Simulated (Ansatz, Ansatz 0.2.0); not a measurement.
# Recommended settings for the lattice constants of TiBe₃: tests of k mesh, cutoff, potentials and functional

## Experimental context

TiBe₃ is a metallic beryllide with a rhombohedral stacking structure of the NbBe₃ type. The comparison uses its two lattice constants in the hexagonal setting, a = 4.49 Å and c = 21.32 Å, taken from a printed reference work on crystal structure data of metal beryllides (original work of 1969). They are compiled values; neither the method nor the temperature is given with them. My own reading is that they are probably room-temperature X-ray values that go back to a single old determination, perhaps on a sample that contained other beryllides as well. With so few digits, differences below the last one decide nothing. The volume of the conventional cell is followed in the calculations as a sensitive measure of convergence, but is not compared here with a measured value of its own.

| compared with | measured | source's wording or label | method |
| --- | --- | --- | --- |
| a (Å) | 4.49 | a, hexagonal setting | compiled value, method not stated |
| c (Å) | 21.32 | c, hexagonal setting | compiled value, method not stated |

Conditions are those given with the value in the passage it was taken from; "not stated" means there, and the paper may say more elsewhere. The values are a selection: others may have been left out beforehand as unlike or outlying.

## Aim and plan

The aim is to find the lightest settings that give a and c of TiBe₃ reliably. The model is the perfect crystal with 12 atoms in the primitive cell, with cell and atoms relaxed. The starting structure comes from an earlier calculation: its a of 4.487 Å is practically the measured one, while its c of 21.177 Å is 0.7 % shorter than measured.

Two tolerances apply. Against experiment, a and c should each agree within 1 %. That is about the usual error of a good semilocal functional, and tight enough to expose a poor description of the bonding. For the numerical settings I ask for ten times less, 0.1 % in each lattice constant, so that they cannot decide the comparison with experiment.

LDA serves as the working level for the tests. It is simple and relaxes smoothly, and its usual fault, lattice constants short by one or two per cent, is well known. The k mesh, the cutoff and the potentials are changed one at a time from a common reference run; PBEsol and r2SCAN then show how large the choice of functional is beside these effects.

The calculations describe a static lattice. Zero-point motion lengthens it, in a stiff compound of a light element such as beryllium probably by a few tenths of a per cent, and warming to room temperature adds a little more. A static result somewhat below the measured value is therefore what a sound functional should give.

Plain PBE isn't shown in this study.

System: TiBe3 (titanium triberyllide), NbBe3 type; R-3m (No. 166), 12 atoms in the primitive cell; the database structure is a structure relaxed by earlier theory (a GGA or r2SCAN, not named), not a measurement: a = 4.487 Å, c = 21.177 Å; structure from the Materials Project.

On the selection of runs and values: Further runs on this system are not shown.

## 1. The reference run

The LDA relaxation with a 9×9×9 mesh and the default cutoff of 420 eV comes first, since all later changes are measured from it. I expect both lattice constants to come out short, by one to two per cent.

**Run 1.** Ansatz 0.2.0: LDA, cell and atoms relaxed from the database structure, PAW set soft_2, cutoff 420 eV (default), 9x9x9 k mesh, Gaussian smearing 0.1 eV.

Key lines of the input:
```
crystal:
  # lattice and atoms
kpoints:
  mp_grid: { grid: [9, 9, 9] }
hamiltonian:
  xc: lda
scf:
  occupations: { method: gaussian, width: 0.1 }
output:
  forces: true
  stress: true
relax:
  adjacent_minimum: "off"
  f_tol: 0.005
  max_steps: 60
  cell: { stress_tol: 0.03 }
```

Command:
```
ansatz run input.yaml --threads 4 --pin off --max-ram 16384MiB --backend cpu --events-out ev --progress --plain --runs-dir out
```

Selected lines of the output:
```
Basis set: ecut = 420 eV, 2303 PW (Γ), FFT grids on a1−a3, a2−a3, a3 [...]
relax step   1: F+E_penalty+E_count = -8147.11361145 eV  [...]  max|allowed force component| = 7.101e-2 eV/Å  [...]  P = -7.226 GPa  Ω = 123.061 Å³  (6 SCF iters, dr2 threshold 1.00e-7 eV [...]
relax step   4: F+E_penalty+E_count = -8147.28324366 eV  [...]  max|allowed force component| = 1.522e-3 eV/Å  [...]  P = -0.001 GPa  Ω = 116.145 Å³  [...]
relax step   5: F+E_penalty+E_count = -8147.28234004 eV  [...]  max|allowed force component| = 1.511e-3 eV/Å  [...]  P = -0.017 GPa  Ω = 116.145 Å³  [...]
--- Relaxed structure (4 steps of the walk, 4 accepted, 1 SCFs on fresh bases) ---
```

Converged; 28 s on 4 cores of Arm Neoverse V2, shared host.

| quantity | run 1 | measured | deviation |
| --- | --- | --- | --- |
| a (Å) | 4.386 | 4.49 | −0.104 (−2.3 %) |
| c (Å) | 20.912 | 21.32 | −0.408 (−1.9 %) |
| conventional cell volume (Å³) | 348.43 |  |  |

LDA gives a 2.3 % and c 1.9 % below the measured values, so both miss the 1 % target; for a the shortfall is slightly larger than I had expected. The two constants shrink by similar amounts, which points to bonds that are too short throughout rather than to a wrong spacing of the layers. For the numerical tests this offset does no harm, because they compare LDA runs with one another. After the basis was rebuilt for the final cell, the pressure changed only from −0.001 to −0.017 GPa.

## 2. Coarser and denser k meshes

TiBe₃ is a metal, so the k mesh is the first setting to test. A 6×6×6 mesh shows what can be saved, and a 12×12×12 mesh shows whether the reference itself is dense enough. With a smearing of 0.1 eV I expect the lattice constants to move by less than 0.1 % in both cases.

**Run 2.** Ansatz 0.2.0: LDA, cell and atoms relaxed from the database structure, PAW set soft_2, cutoff 420 eV (default), 6x6x6 k mesh, Gaussian smearing 0.1 eV.

Key lines of the input, as changed from run 1:
```diff
  kpoints:
-   mp_grid: { grid: [9, 9, 9] }
+   mp_grid: { grid: [6, 6, 6] }
```

Selected lines of the output:
```
Basis set: ecut = 420 eV, 2291 PW (Γ), FFT grids on a1−a3, a2−a3, a3 [...]
k-points: 32 of 216
```

Converged; took 15 s.

**Run 3.** Ansatz 0.2.0: LDA, cell and atoms relaxed from the database structure, PAW set soft_2, cutoff 420 eV (default), 12x12x12 k mesh, Gaussian smearing 0.1 eV.

Key lines of the input, as changed from run 1:
```diff
  kpoints:
-   mp_grid: { grid: [9, 9, 9] }
+   mp_grid: { grid: [12, 12, 12] }
```

Selected lines of the output:
```
Basis set: ecut = 420 eV, 2303 PW (Γ), FFT grids on a1−a3, a2−a3, a3 [...]
k-points: 189 of 1728
```

Converged; took 61 s.

| quantity | run 2 | run 3 | measured |
| --- | --- | --- | --- |
| a (Å) | 4.385 | 4.386 | 4.49 |
| c (Å) | 20.923 | 20.914 | 21.32 |
| conventional cell volume (Å³) | 348.36 | 348.45 |  |

All three meshes agree well within the 0.1 % tolerance. From 9×9×9 to 12×12×12, a stays at 4.386 Å and c changes by 0.002 Å, no more than the stopping thresholds of the relaxations could account for. The 6×6×6 mesh gives a c that is 0.009 Å, or 0.04 %, longer than on the densest mesh, and an a that is 0.001 Å shorter. The two shifts partly cancel in the volume, so the volume alone would make the coarse mesh look better than it is.

For LDA, 6×6×6 is therefore sufficient. It took 15 s against 61 s for 12×12×12, which adds nothing useful to the lattice constants.

## 3. Lower and higher cutoff

The cutoff is next, lowered to 290 eV and raised to 590 eV with the 9×9×9 mesh kept, so that both runs compare directly with the reference. The higher value tests whether the default of 420 eV is converged. At the lower one I expect a visible error, because the stress that drives the cell relaxation is sensitive to an incomplete basis.

**Run 4.** Ansatz 0.2.0: LDA, cell and atoms relaxed from the database structure, PAW set soft_2, cutoff 290 eV, 9x9x9 k mesh, Gaussian smearing 0.1 eV.

Key lines of the input, as changed from run 1:
```diff
+ basis:
+   ecutwfc: 290.0
```

Selected lines of the output:
```
Basis set: ecut = 290 eV, 1303 PW (Γ), FFT grids on a1−a2, a2, −a2+a3 [...]
relax step  12: F+E_penalty+E_count = -8146.48659102 eV  [...]  max|allowed force component| = 2.145e-4 eV/Å  [...]  P = +0.000 GPa  Ω = 115.937 Å³  [...]
relax step  13: F+E_penalty+E_count = -8146.48509495 eV  [...]  max|allowed force component| = 2.030e-4 eV/Å  [...]  P = -0.003 GPa  Ω = 115.937 Å³  [...]
--- Relaxed structure (9 steps of the walk, 9 accepted, 4 SCFs on fresh bases) ---
```

Converged; took 44 s. Warnings: cutoff_below_recommended (in short: A typed cutoff is below a recommended value, from the records, the datasets' recipe or DFPT's needs, possibly lowering the density cutoff; compare with a higher-cutoff run).

**Run 5.** Ansatz 0.2.0: LDA, cell and atoms relaxed from the database structure, PAW set soft_2, cutoff 590 eV, 9x9x9 k mesh, Gaussian smearing 0.1 eV.

Key lines of the input, as changed from run 1:
```diff
+ basis:
+   ecutwfc: 590.0
```

Selected lines of the output:
```
Basis set: ecut = 590 eV, 3747 PW (Γ), FFT grids on a1−a3, a2−a3, a3 [...]
relax step   5: F+E_penalty+E_count = -8147.28575379 eV  [...]  max|allowed force component| = 1.534e-3 eV/Å  [...]  P = -0.000 GPa  Ω = 116.126 Å³  [...]
```

Converged; took 41 s.

| quantity | run 4 | run 5 | measured |
| --- | --- | --- | --- |
| a (Å) | 4.382 | 4.386 | 4.49 |
| c (Å) | 20.914 | 20.911 | 21.32 |
| conventional cell volume (Å³) | 347.81 | 348.38 |  |

Raising the cutoff from 420 to 590 eV leaves a at 4.386 Å and shortens c by 0.001 Å, so the default is converged for this purpose.

At 290 eV, a comes out 0.004 Å shorter than at 590 eV, an error of 0.09 % that only just stays within the tolerance, while c is 0.003 Å longer. The program warns that this cutoff lies below the recommended value and advises a comparison with a higher one; the 590 eV run is that comparison. The low cutoff also brings no saving. Each step uses fewer plane waves, but the relaxation went on to step 13 instead of step 5, with four restarts on a fresh basis instead of one. I therefore keep 420 eV.

## 4. An independent set of potentials

Mesh and cutoff tests cannot reveal an error in the PAW data themselves. Repeating the LDA relaxation with PseudoDojo norm-conserving pseudopotentials, at their much higher default cutoff, tests this and also shows whether the large LDA shortfall belongs to the functional. I expect agreement to a few tenths of a per cent or better, at a clearly higher cost.

**Run 6.** Ansatz 0.2.0: LDA, PseudoDojo norm-conserving pseudopotentials, cell and atoms relaxed from the database structure, cutoff 1197 eV (default), 9x9x9 k mesh, Gaussian smearing 0.1 eV.

Key lines of the input, as changed from run 1:
```diff
  hamiltonian:
+   pseudopotentials: { kind: nc, accuracy: standard }
```

Selected lines of the output:
```
Basis set: ecut = 1197.300995 eV, 10953 PW (Γ), FFT grids on a1−a3, a2−a3, a3 [...]
relax step   5: F+E_penalty+E_count = -8233.90296961 eV  [...]  max|allowed force component| = 1.441e-3 eV/Å  [...]  P = -0.021 GPa  Ω = 116.303 Å³  [...]
```

Converged; took 2.1 min.

| quantity | run 6 | measured | deviation |
| --- | --- | --- | --- |
| a (Å) | 4.388 | 4.49 | −0.102 (−2.3 %) |
| c (Å) | 20.920 | 21.32 | −0.400 (−1.9 %) |
| conventional cell volume (Å³) | 348.91 |  |  |

The two sets of potentials differ by 0.002 Å in a and 0.008 Å in c, about 0.05 % or less in each. This is within the numerical tolerance, and the norm-conserving run repeats the LDA deviations of −2.3 % and −1.9 %. The large shortfall is thus not a fault of the PAW set. At 2.1 min against 28 s, the norm-conserving set is useful as a check but not needed for routine relaxations.

## 5. PBEsol and r2SCAN for scale

With the numerical errors of LDA known, the remaining question is how far the functional moves the lattice constants. PBEsol and r2SCAN are run on the 9×9×9 mesh, each at its default cutoff. Both should give a larger cell than LDA. I expect r2SCAN to come within 1 % of the measured values, and PBEsol to lie between it and LDA.

**Run 7.** Ansatz 0.2.0: PBEsol, cell and atoms relaxed from the database structure, PAW set soft_2, cutoff 420 eV (default), 9x9x9 k mesh, Gaussian smearing 0.1 eV.

Key lines of the input, as changed from run 1:
```diff
  hamiltonian:
-   xc: lda
+   xc: pbesol
```

Selected lines of the output:
```
relax step   5: F+E_penalty+E_count = -8237.17286421 eV  [...]  max|allowed force component| = 4.304e-4 eV/Å  [...]  P = -0.007 GPa  Ω = 120.204 Å³  [...]
```

Converged; took 30 s.

**Run 8.** Ansatz 0.2.0: r2SCAN, cell and atoms relaxed from the database structure, PAW set soft_2, cutoff 500 eV (default), 9x9x9 k mesh, Gaussian smearing 0.1 eV.

Key lines of the input, as changed from run 1:
```diff
  hamiltonian:
-   xc: lda
+   xc: r2scan
```

Command:
```
ansatz run input.yaml --threads 8 --pin off --max-ram 16384MiB --backend cpu --events-out ev --progress --plain --runs-dir out
```

Selected lines of the output:
```
relax step   6: F+E_penalty+E_count = -8355.70929499 eV  [...]  max|allowed force component| = 2.053e-4 eV/Å  [...]  P = -0.003 GPa  Ω = 122.280 Å³  [...]
```

Converged; 34 s on 8 cores of Arm Neoverse V2, shared host.

| quantity | run 7 | run 8 | measured |
| --- | --- | --- | --- |
| a (Å) | 4.440 | 4.468 | 4.49 |
| c (Å) | 21.121 | 21.220 | 21.32 |
| conventional cell volume (Å³) | 360.61 | 366.84 |  |

Both functionals enlarge the cell, in the expected order. r2SCAN gives a 0.5 % and c 0.5 % below the measured values and meets the target for both. PBEsol falls 1.1 % short in a and 0.9 % in c. Its a lies outside the limit by less than the last digit of the measured value, so that comparison is undecided; its c is a narrow pass.

From LDA to r2SCAN, a grows by 0.082 Å and c by 0.308 Å. The largest shifts from the reference run in the LDA tests of mesh, cutoff and potentials were 0.004 Å and 0.011 Å. The choice of functional therefore matters far more than any of the numerical settings tested.

## 6. The coarse mesh with r2SCAN

The mesh tests so far hold for LDA only, whereas the recommendation will rest on r2SCAN. I repeat the r2SCAN relaxation on the 6×6×6 mesh, to see whether the saving found with LDA carries over. I expect a change of less than 0.1 % in both lattice constants.

**Run 9.** Ansatz 0.2.0: r2SCAN, cell and atoms relaxed from the database structure, PAW set soft_2, cutoff 500 eV (default), 6x6x6 k mesh, Gaussian smearing 0.1 eV.

Key lines of the input, as changed from run 2:
```diff
  hamiltonian:
-   xc: lda
+   xc: r2scan
```

Converged; took 16 s.

| quantity | run 9 | measured | deviation |
| --- | --- | --- | --- |
| a (Å) | 4.466 | 4.49 | −0.024 (−0.5 %) |
| c (Å) | 21.234 | 21.32 | −0.086 (−0.4 %) |
| conventional cell volume (Å³) | 366.78 |  |  |

The saving carries over to r2SCAN. Going from 9×9×9 to 6×6×6 shortens a by 0.002 Å and lengthens c by 0.014 Å, or 0.07 %, which is within the numerical tolerance but uses up a good part of it. The signs are the same as with LDA, and the two shifts again nearly cancel in the volume.

Both lattice constants stay within 1 % of the measured values. That c moves slightly closer to experiment is an effect of the coarser mesh and no improvement in the description. The relaxation took 16 s instead of 34 s, so for a single structure the denser mesh remains cheap enough to prefer.

## Overview

| run | settings | a (Å) | deviation | c (Å) | deviation | cost |
| --- | --- | --- | --- | --- | --- | --- |
| 1 | LDA, PAW set soft_2, cutoff 420 eV (default), 9x9x9 k mesh | 4.386 | −0.104 (−2.3 %) | 20.912 | −0.408 (−1.9 %) | 1.9 core-min |
| 2 | LDA, PAW set soft_2, cutoff 420 eV (default), 6x6x6 k mesh | 4.385 | −0.105 (−2.3 %) | 20.923 | −0.397 (−1.9 %) | under 1 core-min |
| 3 | LDA, PAW set soft_2, cutoff 420 eV (default), 12x12x12 k mesh | 4.386 | −0.104 (−2.3 %) | 20.914 | −0.406 (−1.9 %) | 4.1 core-min |
| 4 | LDA, PAW set soft_2, cutoff 290 eV, 9x9x9 k mesh | 4.382 | −0.108 (−2.4 %) | 20.914 | −0.406 (−1.9 %) | 3 core-min |
| 5 | LDA, PAW set soft_2, cutoff 590 eV, 9x9x9 k mesh | 4.386 | −0.104 (−2.3 %) | 20.911 | −0.409 (−1.9 %) | 2.7 core-min |
| 6 | LDA, PseudoDojo norm-conserving pseudopotentials, cutoff 1197 eV (default), 9x9x9 k mesh | 4.388 | −0.102 (−2.3 %) | 20.920 | −0.400 (−1.9 %) | 8.5 core-min |
| 7 | PBEsol, PAW set soft_2, cutoff 420 eV (default), 9x9x9 k mesh | 4.440 | −0.050 (−1.1 %) | 21.121 | −0.199 (−0.9 %) | 2 core-min |
| 8 | r2SCAN, PAW set soft_2, cutoff 500 eV (default), 9x9x9 k mesh | 4.468 | −0.022 (−0.5 %) | 21.220 | −0.100 (−0.5 %) | 4.6 core-min |
| 9 | r2SCAN, PAW set soft_2, cutoff 500 eV (default), 6x6x6 k mesh | 4.466 | −0.024 (−0.5 %) | 21.234 | −0.086 (−0.4 %) | 2.1 core-min |
|  | measured | 4.49 |  | 21.32 |  |  |

Further runs on the same system, made beside this series (convergence steps with loose settings among them):

| further | settings | a (Å) | deviation | c (Å) | deviation | cost |
| --- | --- | --- | --- | --- | --- | --- |
| F1 | r2SCAN+rVV10, PAW set soft_2, cutoff 500 eV (default), 9x9x9 k mesh | 4.463 | −0.027 (−0.6 %) | 21.195 | −0.125 (−0.6 %) | 5.1 core-min |
| F2 | PBEsol+D3(BJ), PAW set soft_2, cutoff 420 eV (default), 9x9x9 k mesh | 4.371 | −0.119 (−2.6 %) | 20.820 | −0.500 (−2.3 %) | 1.8 core-min |
| F3 | BLYP+D3(BJ), PAW set soft_2, cutoff 420 eV (default), 9x9x9 k mesh | 4.300 | −0.190 (−4.2 %) | 20.518 | −0.802 (−3.8 %) | 2.5 core-min |
|  | measured | 4.49 |  | 21.32 |  |  |

## Assessment

r2SCAN meets the target: on the 9×9×9 mesh with a cutoff of 500 eV, a and c both lie 0.5 % below the measured values, at a cost of 4.6 core-minutes. These are the recommended settings. For long series of structures, 6×6×6 costs 2.1 core-minutes and shifts c by 0.07 %.

LDA misses by about 2 % in both constants. PBEsol is undecided in a and a narrow pass in c.

The LDA tests put the effects of mesh, cutoff and potentials below 0.1 %, far less than the differences between functionals. The 12×12×12 mesh and the 590 eV cutoff confirmed the reference settings and need not be repeated for LDA. Lowering the cutoff to 290 eV, below the recommended value, saved no time and used up nearly the whole tolerance in a. For r2SCAN, a higher cutoff and a mesh denser than 9×9×9 are not shown in this report.

Dispersion corrections are not recommended here. Adding rVV10 to r2SCAN shortens both constants by only about 0.1 %, but D3(BJ) takes PBEsol to 2.6 % below experiment in a. BLYP+D3(BJ) falls short by about 4 %.

The r2SCAN agreement holds for a static lattice. Zero-point motion would probably add a few tenths of a per cent in length, and warming a little more. This would take up much or all of the small r2SCAN shortfall and bring PBEsol closer to experiment, while LDA would most likely stay clearly too short. The size of the shift is only an estimate, so the comparison supports r2SCAN but does not prove that it describes the bonding better than PBEsol. Settling that would take a phonon calculation of the expansion and a newer measurement on a well-characterised sample, as the compiled values probably rest on one old determination.

[Logs are printed without paths, hosts, clocks, repeated set-up lines and the standing remarks that a program may print on its own settings, such as how far it seeks lower states.]

[The runs shown are a pick from a larger set of finished runs; failed, doubtful and other runs were left out of it ahead of writing. So were measured values far from every level or from commonly accepted values, and agreement can look better than it is. Lines of input and output are excerpts and may be shortened.]
